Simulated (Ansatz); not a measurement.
# Thickness series of a Ti/LiH/Ti junction, part 6 of 7

How fast does the current through Ti/LiH/Ti fall with each added layer? Both electrodes are Ti hcp(0001); the barrier is LiH rock salt(111) (Li and Li faces). In the first transport cell, after relaxation, the nearest pair of electrode and barrier is Ti–Li at 3.16 Å, at a slant, at the lower face and Ti–Li at 3.17 Å, at a slant, at the upper one. All share a net of side 2.93 Å, which strains the lower electrode by +0.0 % and the barrier by +3.3 %, against typed lattice constants near PBE's. The first steps treat the bulk electrodes alone.

Ansatz 0.2.0; PBE DFT, plane waves, PAW files (the session's first sound run).

So far, transmission at the Fermi level (a spin, zone mean): step 4 (the open system: T(E)) 2.2e-4; step 5 (27 atoms, atomic planes in the barrier 5, gap between the …) 0.00784; step 6 (29 atoms, atomic planes in the barrier 7, gap between the …) 0.00104; step 9 (35 atoms, atomic planes in the barrier 13, gap between the …) 7.9e-6.

### 12. The same cell, other settings, 31 atoms: output.transmission.temperature = 150.0

This step: PBE DFT, plane waves, PAW files; ballistic transmission by layer matching between semi-infinite leads; changed: output.transmission.temperature = 150.0 (Ansatz 0.2.0).

System of this step: Ti/LiH/Ti. The cell holds 31 atoms: 22 Ti, 5 Li and 4 H. Its edges and angles: a = 2.930 Å, b = 2.930 Å, c = 75.111 Å, α = 90.0°, β = 90.0°, γ = 120.0°. Regions: left electrode, 11 atoms (11 Ti); barrier, 9 atoms (5 Li and 4 H); right electrode, 11 atoms (11 Ti). Vacuum lies along c.

It is meant to test how the leads' temperature enters. Where the input is shown as a difference, that is against the step before, not the twin.

input.yaml

```yaml
crystal:
  lattice:
    - [2.93, 0.0, 0.0]
    - [-1.465, 2.5374544331, 0.0]
    - [0.0, 0.0, 75.1111697271]
  atoms:
    - { symbol: Ti, position: [0.0, 0.0, 0.0931951935] }
    - { symbol: Ti, position: [0.33333333, 0.66666667, 0.1242617921] }
    - { symbol: Ti, position: [0.0, 0.0, 0.1553283906] }
    - { symbol: Ti, position: [0.33333333, 0.66666667, 0.1863949891] }
    - { symbol: Ti, position: [0.0, 0.0, 0.2174615876] }
    - { symbol: Ti, position: [0.33333333, 0.66666667, 0.2485281862] }
    - { symbol: Ti, position: [0.0, 0.0, 0.2795947847] }
    - { symbol: Ti, position: [0.33333333, 0.66666667, 0.3106613832] }
    - { symbol: Ti, position: [0.0, 0.0, 0.3417279817] }
    - { symbol: Ti, position: [0.33333333, 0.66666667, 0.3727945802] }
    - { symbol: Ti, position: [0.0, 0.0, 0.4024555035] }
    - { symbol: Li, position: [0.33333333, 0.66666667, 0.4380171257] }
    - { symbol: H, position: [0.66666667, 0.33333333, 0.4537121114] }
    - { symbol: Li, position: [0.0, 0.0, 0.4692349811] }
    - { symbol: H, position: [0.33333333, 0.66666667, 0.4847286413] }
    - { symbol: Li, position: [0.66666667, 0.33333333, 0.4999178311] }
    - { symbol: H, position: [0.0, 0.0, 0.5154903126] }
    - { symbol: Li, position: [0.33333333, 0.66666667, 0.5306210723] }
    - { symbol: H, position: [0.66666667, 0.33333333, 0.5465269898] }
    - { symbol: Li, position: [0.0, 0.0, 0.5618314496] }
    - { symbol: Ti, position: [0.33333333, 0.66666667, 0.5975874384] }
    - { symbol: Ti, position: [0.66666667, 0.33333333, 0.6272054198] }
    - { symbol: Ti, position: [0.33333333, 0.66666667, 0.6582720183] }
    - { symbol: Ti, position: [0.66666667, 0.33333333, 0.6893386168] }
    - { symbol: Ti, position: [0.33333333, 0.66666667, 0.7204052153] }
    - { symbol: Ti, position: [0.66666667, 0.33333333, 0.7514718138] }
    - { symbol: Ti, position: [0.33333333, 0.66666667, 0.7825384124] }
    - { symbol: Ti, position: [0.66666667, 0.33333333, 0.8136050109] }
    - { symbol: Ti, position: [0.33333333, 0.66666667, 0.8446716094] }
    - { symbol: Ti, position: [0.66666667, 0.33333333, 0.8757382079] }
    - { symbol: Ti, position: [0.33333333, 0.66666667, 0.9068048065] }
kpoints:
  mp_grid: { grid: [12, 12, 1] }
scf:
  occupations: { method: fermi_dirac, width: 0.1 }
  max_iter: 150
hamiltonian:
  xc: pbe
output:
  transmission:
    kmesh: [18, 18]
    e_range: [-2.5, 2.5]
    de: 0.1
    leads: [[4, 6], [25, 27]]
    temperature: 150.0
  dos: { projected: true, e_range: [-6, 5], de: 0.05 }
  write_potential: true
  write_density: true
  volumetric_format: npy
```

On the command line:

```bash
ansatz run input.yaml --threads 4 --pin off --max-ram 10240MiB --backend cpu --events-out ev --progress --plain --runs-dir out
```

Numbers of over 12 decimals in the logs are rounded to 6 here.

The log of the run:

```text
[...]
Crystal: 31 atoms, lattice volume = 558.432 Å³
Basis set: ecut = 420 eV, 10799 PW (Γ)
Bands: 173, of which v1, the nominal top of the filled ones, is band 142 counted from 1 (141 counted from 0)
Symmetry: 6 space group operations
[...]
k-points: 19 of 144 (time reversal used)
[...]
SCF iter   1: F=—  HF=-56080.937471 eV  |F-HF|=—  |Δ(HF+E_count)|=         —  Δρ=1.21e-2  dr2=5.66e1  ethr=1.77e-3  ⟨swp⟩=10.4  Hψ=14992  notcnv=0
[...]
SCF iter   9: F=-56080.704134 eV  HF=-56080.704134 eV  |F-HF|=5.95e-8  |Δ(HF+E_count)|=   9.40e-8  Δρ=2.26e-6  dr2=8.70e-8  ethr=3.53e-11  ⟨swp⟩=22.0  Hψ=13283  notcnv=0
[...]
SCF 1 converged in 9 iterations: F = -56080.704134 eV  dr2 = 8.70e-8
[...]
transmission: 212 of 2072 steps passed
transmission: 420 of 2072 steps passed
[...]
transmission: 2072 of 2072 steps passed
[...]
SCF converged after 9 iterations
Free energy (F): -56080.704134 eV
[...]
Internal energy: -56079.693664 eV  (E = F + TS)
E sigma→0 (E₀):  -56080.198899 eV
Entropy (-TS):   -1.010470 eV (-32.596 meV/atom)
Fermi energy:    8.873055 eV
[...]
--- Band table (eV; the first three rows and the last of 19) ---
  k-point 0: bands = [... 138 lower, 9.5347, 9.5347, 9.5347, 9.5413, 9.5413, 9.5422, 9.5422, 9.5770, ... 27 higher]
  k-point 1: bands = [... 138 lower, 9.3492, 9.3598, 9.3603, 9.3972, 9.3982, 9.4158, 9.4175, 9.4894, ... 27 higher]
  k-point 2: bands = [... 138 lower, 8.9548, 9.0137, 9.0172, 9.0899, 9.0907, 9.2533, 9.2538, 9.3029, ... 27 higher]
  k-point 18: bands = [... 138 lower, 8.1919, 8.6891, 8.6897, 8.7338, 8.7342, 8.7445, 8.7494, 8.8379, ... 27 higher]
--- Transmission ---
  basis      : 61 plane waves across, 56 finite elements along
  points     : 37, standing for a mesh of 18 x 18
[...]
channels       : 5.925926e-1 a spin
[...]
slowest decay  : 0.0283 /Å at (0.2222, 0.2222)
[...]
channels       : 5.925926e-1 a spin
[...]
slowest decay  : 0.0331 /Å at (0.2222, 0.2222)
  junction   : crystal 0 to crystal 1, 18.20 to 53.64 Å
    transmission   : 2.200344e-4 a spin
[...]
```

It took 3.1 min on 4 threads of Arm Neoverse V2, shared host; peak memory 3.2 GiB.

Numbers from this step:

```
free energy                                         : -56080.7041 eV
Fermi energy                                        : 8.873 eV
transmission at the Fermi level (a spin, zone mean) : 2.20e-4
channels of the lower lead                          : 0.5926
channels of the upper lead                          : 0.5926
potential step in the lower lead                    : 53 meV
potential step in the upper lead                    : 18.1 meV
```

One spin. Table of transmission, zone mean by energy, zero at the Fermi level:

```
energy (eV)  transmission, zone mean
      -2.50                   4.7e-4
      -2.40                   4.9e-4
      -2.20                   6.0e-4
      -2.10                   7.1e-4
      -2.00                   5.8e-4
      -1.80                   4.7e-4
      -1.70                   4.2e-4
      -1.60                   2.1e-4
      -1.40                   4.2e-5
      -1.30                   1.2e-4
      -1.10                   0.0544
      -1.00                  0.00286
      -0.90                  0.00106
      -0.70                   3.6e-4
      -0.60                   3.8e-4
      -0.50                   3.3e-4
      -0.30                   6.4e-5
      -0.20                   5.4e-5
      -0.10                   7.6e-5
       0.00                   2.2e-4
       0.10                   7.6e-4
       0.20                   3.5e-4
       0.30                   2.3e-4
       0.50                   4.9e-4
       0.60                  0.00569
       0.70                   0.0234
       0.90                   0.0252
       1.00                   0.0629
       1.10                   0.0546
       1.30                    0.181
       1.40                    0.271
       1.60                    0.166
       1.70                   0.0451
       1.80                   0.0280
       2.00                   0.0229
       2.10                   0.0296
       2.20                   0.0645
       2.30                    0.218
       2.40                   0.0323
       2.50                   0.0372
```

One spin. The open channels, zone mean by energy, zero at the Fermi level:

| energy (eV) | lower lead | upper lead |
| --- | --- | --- |
| -2.50 | 0.815 | 0.815 |
| -2.30 | 0.769 | 0.769 |
| -2.00 | 0.741 | 0.741 |
| -1.80 | 0.657 | 0.657 |
| -1.50 | 0.571 | 0.571 |
| -1.30 | 0.694 | 0.694 |
| -1.10 | 0.855 | 0.855 |
| -0.80 | 1.47 | 1.47 |
| -0.60 | 1.36 | 1.38 |
| -0.40 | 0.593 | 0.593 |
| -0.10 | 0.586 | 0.586 |
| 0.00 | 0.593 | 0.593 |
| 0.10 | 0.833 | 0.833 |
| 0.40 | 1.27 | 1.30 |
| 0.60 | 1.35 | 1.35 |
| 0.80 | 1.26 | 1.26 |
| 1.10 | 1.06 | 1.06 |
| 1.30 | 1.14 | 1.14 |
| 1.50 | 1.00 | 1.08 |
| 1.80 | 1.10 | 1.10 |
| 2.00 | 1.10 | 1.10 |
| 2.30 | 1.06 | 1.06 |
| 2.50 | 1.15 | 1.15 |

Transmission over k1 and k2. At 0.0000 eV from the Fermi level; zeros and values more than six decades under the largest are shown at that floor.

log10 of the mean of each cell; the least values stand at a floor. Values, 12 rows by 16 columns:
```
-8.5 -8.5 -8.5 -8.5 -8.5 -8.5 -8.5 -8.5 -8.5 -8.5 -3.0 -2.6 -3.2 -3.1 -2.7 -2.9
-8.5 -8.5 -8.5 -8.5 -8.5 -8.5 -8.5 -8.5 -8.5 -8.5 -3.4 -3.0 -3.1 -3.3 -3.2 -2.7
-4.5 -8.5 -8.5 -8.5 -8.5 -8.5 -4.4 -5.2 -8.5 -8.5 -8.5 -5.0 -4.7 -3.2 -3.1 -3.3
-5.0 -8.5 -8.5 -8.5 -8.5 -5.1 -4.3 -5.2 -5.0 -8.5 -8.5 -8.5 -5.2 -3.5 -2.7 -2.6
-8.5 -8.5 -8.5 -8.5 -4.2 -4.4 -3.8 -3.9 -3.8 -4.2 -4.1 -8.5 -8.5 -8.5 -8.5 -8.5
-8.5 -8.5 -8.5 -8.5 -8.5 -5.1 -3.8 -4.1 -4.5 -4.0 -4.0 -5.2 -8.5 -8.5 -8.5 -8.5
-8.5 -8.5 -8.5 -8.5 -8.5 -8.5 -4.4 -4.0 -4.0 -3.9 -3.9 -4.6 -4.6 -8.5 -8.5 -8.5
-3.6 -2.7 -2.8 -8.5 -8.5 -8.5 -4.4 -5.2 -4.1 -4.2 -4.3 -4.5 -4.6 -8.5 -8.5 -8.5
-3.9 -3.1 -3.2 -3.2 -4.7 -5.4 -8.5 -8.5 -8.5 -4.6 -4.1 -8.5 -8.5 -8.5 -8.5 -8.5
-4.0 -3.1 -3.2 -3.4 -3.1 -3.5 -8.5 -8.5 -8.5 -8.5 -8.5 -8.5 -8.5 -8.5 -8.5 -8.5
-3.6 -2.7 -2.9 -3.1 -3.2 -2.6 -3.1 -8.5 -8.5 -8.5 -8.5 -8.5 -8.5 -8.5 -8.5 -8.5
-8.5 -3.6 -3.1 -3.6 -3.6 -3.1 -3.6 -8.5 -8.5 -8.5 -8.5 -5.0 -4.6 -5.1 -8.5 -8.5
```
Columns: k1 (b1) from -0.5 to 0.444; rows upwards: k2 (b2) from -0.5 to 0.444.

Open channels of the lower lead over k1 and k2. At 0.0000 eV from the Fermi level.

Values, 12 rows by 16 columns, each cell a mean:
```
0.00 0.00 0.00 0.00 0.00 0.00 0.00 0.00 0.00 0.00 0.67 2.00 2.00 2.00 2.00 0.81
0.00 0.00 0.00 0.00 0.00 0.00 0.00 0.00 0.00 0.00 0.22 1.26 2.00 2.00 2.00 2.00
1.78 0.00 0.00 0.00 0.00 0.00 0.52 0.07 0.00 0.00 0.00 0.59 1.70 2.00 2.00 2.00
0.59 0.00 0.00 0.00 0.00 0.44 1.19 0.74 0.59 0.00 0.00 0.00 0.37 0.67 1.70 2.00
0.00 0.00 0.00 0.00 0.74 1.11 1.78 2.00 1.93 1.41 1.11 0.00 0.00 0.00 0.00 0.00
0.00 0.00 0.00 0.00 0.00 0.67 1.78 2.00 2.00 1.93 1.33 0.37 0.00 0.00 0.00 0.00
0.00 0.00 0.00 0.00 0.00 0.00 1.04 1.63 2.00 2.00 1.67 0.85 0.30 0.00 0.00 0.00
0.15 1.33 0.89 0.00 0.00 0.00 0.52 0.37 1.33 1.33 1.22 0.85 0.30 0.00 0.00 0.00
2.00 2.00 2.00 2.00 1.26 0.22 0.00 0.00 0.00 0.30 0.89 0.00 0.00 0.00 0.00 0.00
0.81 2.00 2.00 2.00 2.00 0.67 0.00 0.00 0.00 0.00 0.00 0.00 0.00 0.00 0.00 0.00
0.15 1.48 2.00 2.00 2.00 2.00 0.44 0.00 0.00 0.00 0.00 0.00 0.00 0.00 0.00 0.00
0.00 0.15 0.67 1.26 2.00 1.11 0.15 0.00 0.00 0.00 0.00 0.59 1.33 0.44 0.00 0.00
```
Columns: k1 (b1) from -0.5 to 0.444; rows upwards: k2 (b2) from -0.5 to 0.444.

Projected DOS an atom over height of the atomic layer and energy from the Fermi level. Layers: Ti Ti Ti Ti Ti Ti Ti Ti Ti Ti Ti Li H Li H Li H Li H Li Ti Ti Ti Ti Ti Ti Ti Ti Ti Ti Ti; projections on atoms miss part of the total, and the computed bands can run out at the top of the range; a column is the mean of 2 neighbouring layers, the last of those left over.

Values in states/eV, 22 rows by 16 columns, each cell a mean:
```
1.80 0.89 0.79 0.81 0.88 0.83 0.01 0.00 0.00 0.06 1.26 0.86 0.80 0.82 1.01 2.51
1.33 0.81 0.79 0.82 1.03 0.91 0.02 0.00 0.01 0.08 1.29 0.93 0.79 0.76 0.83 1.87
1.46 1.75 1.79 1.73 1.41 0.58 0.01 0.00 0.00 0.03 1.09 1.69 1.80 1.79 1.64 1.40
1.89 1.71 1.62 1.64 1.31 0.66 0.01 0.00 0.00 0.04 1.21 1.61 1.56 1.64 1.79 1.93
1.25 1.07 1.15 1.18 1.69 1.75 0.09 0.01 0.03 0.29 2.58 1.19 1.22 1.11 1.11 1.35
0.81 1.01 1.03 1.00 0.90 0.37 0.00 0.00 0.00 0.01 0.81 0.98 1.01 1.05 0.91 0.76
1.26 1.49 1.44 1.48 1.37 0.48 0.01 0.00 0.00 0.02 1.12 1.46 1.44 1.47 1.48 1.04
1.18 1.16 1.20 1.20 1.27 0.58 0.01 0.00 0.00 0.03 1.25 1.18 1.20 1.19 1.22 1.05
0.88 0.94 0.95 0.93 1.04 0.38 0.01 0.00 0.00 0.03 0.93 0.92 0.95 0.93 1.03 0.67
0.68 0.93 0.89 0.91 0.91 0.29 0.01 0.00 0.00 0.02 0.73 0.92 0.89 0.92 0.88 0.53
0.45 0.55 0.58 0.56 0.54 0.21 0.05 0.09 0.09 0.05 0.48 0.55 0.57 0.56 0.52 0.39
0.32 0.37 0.36 0.37 0.35 0.19 0.24 0.48 0.46 0.20 0.35 0.36 0.37 0.37 0.34 0.31
0.26 0.29 0.29 0.29 0.28 0.16 0.18 0.16 0.17 0.21 0.27 0.29 0.29 0.29 0.28 0.25
0.22 0.25 0.25 0.24 0.24 0.15 0.34 0.23 0.24 0.34 0.23 0.25 0.25 0.24 0.24 0.22
0.18 0.20 0.20 0.20 0.20 0.13 0.29 0.22 0.23 0.31 0.19 0.20 0.20 0.20 0.20 0.16
0.16 0.18 0.18 0.18 0.17 0.13 0.31 0.27 0.26 0.34 0.17 0.18 0.18 0.18 0.18 0.14
0.13 0.15 0.15 0.15 0.15 0.11 0.32 0.29 0.28 0.34 0.14 0.15 0.15 0.15 0.15 0.10
0.11 0.13 0.13 0.13 0.13 0.10 0.29 0.34 0.34 0.31 0.12 0.13 0.13 0.13 0.13 0.08
0.09 0.11 0.11 0.11 0.11 0.09 0.25 0.27 0.27 0.25 0.10 0.11 0.11 0.11 0.12 0.06
0.06 0.09 0.09 0.08 0.09 0.07 0.21 0.20 0.20 0.20 0.07 0.09 0.09 0.08 0.09 0.03
0.04 0.07 0.07 0.07 0.07 0.06 0.19 0.18 0.18 0.18 0.05 0.07 0.07 0.07 0.07 0.02
0.01 0.05 0.05 0.05 0.03 0.05 0.19 0.17 0.17 0.17 0.02 0.05 0.05 0.05 0.03 0.01
```
Columns: height of the atomic layer (Å) from 8.17 to 68.1 (not evenly spaced); rows upwards: energy from the Fermi level (eV) from -6 to 0.1.

The temperature enters the conductance and not T(E) itself. This run's window or step doesn't suffice for the thermal average, so it gives no conductance.

[end of part 6 of 7]

[Logs are printed without paths, hosts, clocks, repeated set-up lines and the standing remarks that a program may print on its own settings, such as how far it seeks lower states.]

[Hosts, paths, dates, database ids (printed as entryN), source tags and the programs' standing remarks are cut or masked in the printed files.]
